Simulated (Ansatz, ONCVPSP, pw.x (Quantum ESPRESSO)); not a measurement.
# pw.x on sc P: one setting changed

Potential: optimised norm-conserving Vanderbilt (ONCV), ONCVPSP 4.0.1, PBE; core [Ne], reference 3s2 3p3; waves: 3s: rc 1.75 bohr, ncon 3, nbas 6, qcut 3 1/bohr, 2 projectors, debl 0.5 Ha; 3p: rc 1.65 bohr, ncon 3, nbas 6, qcut 5.4 1/bohr, 1 projector; d scattering state at 0.17 Ha: rc 1.45 bohr, ncon 3, nbas 7, qcut 6 1/bohr, 2 projectors, debl 3.1 Ha; local part: polynomial inside 1.30 bohr (lpopt 5, dvloc0 4 Ha); core correction: Teter function, fcfact 4.25, rcfact 1.65. In the s channel the program set the typed energies aside and used -0.513, 0.250 Ha.

The reference run (k-mesh 13³, cutoffs 105/420 Ry, Fermi–Dirac 0.01 Ry, mixing_beta 0.4, conv_thr 1e-9, no spin) gives -0.86 GPa at 14.621 Å³/atom, where all-electron LAPW gives 0.27 GPa. This run, with its own iteration cap, changes k-mesh points per axis to 6.

```
&control
  calculation='scf', prefix='x', pseudo_dir='./', outdir='./tmp', tstress=.true., disk_io='none'
/
&system
  ibrav=0, nat=1, ntyp=1, ecutwfc=105, ecutrho=420, nbnd=9,
  occupations='smearing', smearing='fd', degauss=0.01
/
&electrons
  conv_thr=1e-09, mixing_beta=0.4, electron_maxstep=50
/
ATOMIC_SPECIES
P 1.0 P.UPF
CELL_PARAMETERS angstrom
  2.44526365 0.00000000 0.00000000
  0.00000000 2.44526365 0.00000000
  0.00000000 0.00000000 2.44526365
ATOMIC_POSITIONS crystal
P 0.0000 0.0000 0.0000
K_POINTS automatic
6 6 6 0 0 0
```

```bash
pw.x < P.scf.in > P.scf.out
```

Question: How does the run end?

Answer: It converges in 6 iterations; the free energy moves by -24.6 meV/atom and the pressure by -0.36 GPa.

```
Message from routine setup:
     using ibrav=0 with symmetry is DISCOURAGED, use correct ibrav instead
     lattice parameter (alat)  =       4.6209  a.u.
     unit-cell volume          =      98.6674 (a.u.)^3
     number of electrons       =         5.00
     number of Kohn-Sham states=            9
     kinetic-energy cutoff     =     105.0000  Ry
     charge density cutoff     =     420.0000  Ry
     scf convergence threshold =      1.0E-09
     Exchange-correlation= PBE
     number of k points=    20  Fermi-Dirac smearing, width (Ry)=  0.0100
     iteration #  1     ecut=   105.00 Ry     beta= 0.40
     total energy              =     -14.90963890 Ry
     estimated scf accuracy    <       0.00586629 Ry
     iteration #  2     ecut=   105.00 Ry     beta= 0.40
     total energy              =     -14.90978384 Ry
     estimated scf accuracy    <       0.00212543 Ry
     iteration #  3     ecut=   105.00 Ry     beta= 0.40
     total energy              =     -14.90980385 Ry
     estimated scf accuracy    <       0.00000143 Ry
     iteration #  4     ecut=   105.00 Ry     beta= 0.40
     total energy              =     -14.90980479 Ry
     estimated scf accuracy    <       0.00000008 Ry
     iteration #  5     ecut=   105.00 Ry     beta= 0.40
     total energy              =     -14.90980483 Ry
     estimated scf accuracy    <          7.9E-09 Ry
     iteration #  6     ecut=   105.00 Ry     beta= 0.40
     the Fermi energy is    11.1017 ev
!    total energy              =     -14.90980483 Ry
     estimated scf accuracy    <          3.6E-10 Ry
     smearing contrib. (-TS)   =      -0.00128048 Ry
     The total energy is F=E-TS. E is the sum of the following terms:
     one-electron contribution =       5.47003502 Ry
     hartree contribution      =       0.42953055 Ry
     xc contribution           =      -5.45766781 Ry
     ewald contribution        =     -15.35042210 Ry
     convergence has been achieved in   6 iterations
          total   stress  (Ry/bohr**3)                   (kbar)     P=      -12.24
     Message from routine punch:
     Nothing written, as per user request (disk_io='none')
```

The run took about 2.6 s on one core of a shared host (Intel(R) Xeon(R) 6975P-C, 192 threads, 756 GiB, load 126).
